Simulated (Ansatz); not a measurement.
**The polar optical mode of ZnS at 6 GPa, worked through**

The calculation used DFT PBE, scalar-relativistic, plane waves, PAW in Ansatz 0.2.0. Settings: 420 eV plane-wave cutoff, Γ-centred 10×10×10 mesh, fixed occupations. No spin polarisation. Phonons by linear response, acoustic sum rule imposed.

The cell, relaxed at 6 GPa:
```cif
data_structure
_symmetry_space_group_name_H-M 'P 1'
_symmetry_Int_Tables_number 1
_cell_length_a 3.7564
_cell_length_b 3.7564
_cell_length_c 3.7564
_cell_angle_alpha 60.000
_cell_angle_beta 60.000
_cell_angle_gamma 60.000
_cell_volume 37.48
loop_
_atom_site_label
_atom_site_type_symbol
_atom_site_fract_x
_atom_site_fract_y
_atom_site_fract_z
_atom_site_occupancy
Zn1 Zn 0.00000 0.00000 0.00000 1
S1 S 0.75000 0.75000 0.75000 1
```

Linear response gives ν_TO = 295.4 cm⁻¹, Born charges ±1.924 e (positive on Zn) and ε∞ = 5.920. The primitive cell holds 37.480 Å³, and the masses are 65.380 and 32.060 amu.

Task: Find ν_LO and the static dielectric constant.

Result: The long-wave field adds a restoring force: ω_LO² − ω_TO² = Z*²e²/(ε_vac ε∞ μV). In these units ν_LO² − ν_TO² = 4.92064×10⁷ Z*²/(μ V ε∞) cm⁻², with μ = m₁m₂/(m₁ + m₂) = 21.512 amu: 38171 cm⁻². So ν_LO = √(295.4² + 38171) = 354.2 cm⁻¹, and the run gives 354.2. Lyddane–Sachs–Teller then gives ε0 = ε∞ (ν_LO/ν_TO)² = 8.51, against 8.51 in the run (it forms both from the same three quantities, so the match checks the arithmetic only). Between ν_TO and ν_LO the dielectric function is negative and an undamped crystal reflects fully: a reststrahlen band from 28.2 to 33.8 μm.

Task: What do the Clausius–Mossotti polarisability and the Szigeti charge come to?

Result: With the Lorentz local field, α = (3V/4π)(ε∞ − 1)/(ε∞ + 2) = 5.56 Å³ for the pair, and e_S = 3Z*/(ε∞ + 2) = 0.73 e. The Born charge includes the electrons' response to the dipole's own local field, and e_S takes that enhancement out. The Lorentz field assumes point-like polarisable ions, a poor picture once ε∞ is this large, since the electron clouds then overlap or are shared, so both numbers are formal here.

Task: How strongly does a slow electron couple to the LO mode?

Result: For one isotropic parabolic band, Fröhlich's constant is α_F = (1/ε∞ − 1/ε0) √(m* Ry/ħω_LO), with Ry = 13.606 eV, ħω_LO = 43.9 meV and m* in free-electron masses: α_F = 0.0514 × 17.60 × √m* = 0.90 √m*. The band mass isn't part of this run; for m* = 0.1, 0.3 and 1 it gives 0.29, 0.50, 0.90. In weak coupling the polaron lies α_F ħω_LO below the band edge (22 meV at m* = 0.3) with a mass m*(1 + α_F/6); past α_F of about 5 or 6 that expansion fails. A semilocal functional's ε∞ tends to be too large, which taken alone lowers α_F.

Cost: 1 run of about 1.3 core-minutes, on Intel Xeon Platinum 8259CL (Skylake/Cascade Lake) (shared hosts).

Zinc-blende ZnS emerges as a polar semiconductor with mixed ionic and covalent bonding. The Born charge of 1.924 e lies close to the nominal valence of two, but this doesn't mean that Zn has given up both 4s electrons. It is a dynamical charge, and it includes the electron density that shifts along the Zn–S bonds as the sublattices move.

The LO–TO splitting reflects this charge, weakened by electronic screening. Because the valence electrons supply more of the static dielectric response than the lattice does, the ionic part left to dress a slow carrier is modest. The Fröhlich constant therefore stays below one for all three trial masses. The conduction-band minimum is s-like and light, so real electrons probably sit towards the lower end of that range, as large, mobile polarons. The estimate doesn't carry over directly to holes, whose p-derived bands are degenerate and warped.

With only one pressure computed, the results can't show how compression changes the splitting or the coupling.
